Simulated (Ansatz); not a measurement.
The system is Sn.

```
Sn
1.0
    -1.89465    1.89465    1.89465
     1.89465   -1.89465    1.89465
     1.89465    1.89465   -1.89465
Sn
1
Direct
  0.00000 0.00000 0.00000
```

This isn't the form of Sn at room conditions, which is tetragonal (white tin).

- Program: Ansatz 0.2.0
- Task: relaxation of cell and atoms
- Functional: PBE
- Dispersion: D3(BJ)
- Potentials or basis: Ansatz PAW
- Cutoff: 420 eV (not typed: the program's choice for these potentials)
- k mesh: 10 × 10 × 10
- Occupations: fermi-dirac, width 0.05 eV
- Spin: no spin polarisation

At the start: volume 27.20 Å³/atom.

Task: How do energy, volume and symmetry change on relaxing?

Result: It ends after 3 steps and the volume is 26.26 Å³/atom (-3.5 %); space group Im-3m (No. 229, to 0.05 Å).

The path:
```tsv
step	energy change (eV)	largest force (eV/Å)	volume (Å³)
1	0.0000	0.0000	27.20
2	-0.0052	0.0000	26.26
3	-0.0050	0.0000	26.26
```

Final structure:
```
CELL_PARAMETERS angstrom
-1.87248 1.87248 1.87248
1.87248 -1.87248 1.87248
1.87248 1.87248 -1.87248
ATOMIC_POSITIONS crystal
Sn 0.00000 0.00000 0.00000
```

Caveat: the plane-wave basis is chosen anew once the cell has moved, so the energies of steps on either side of that aren't comparable; pairwise dispersion overbinds metals, which lowers pressure and volume.
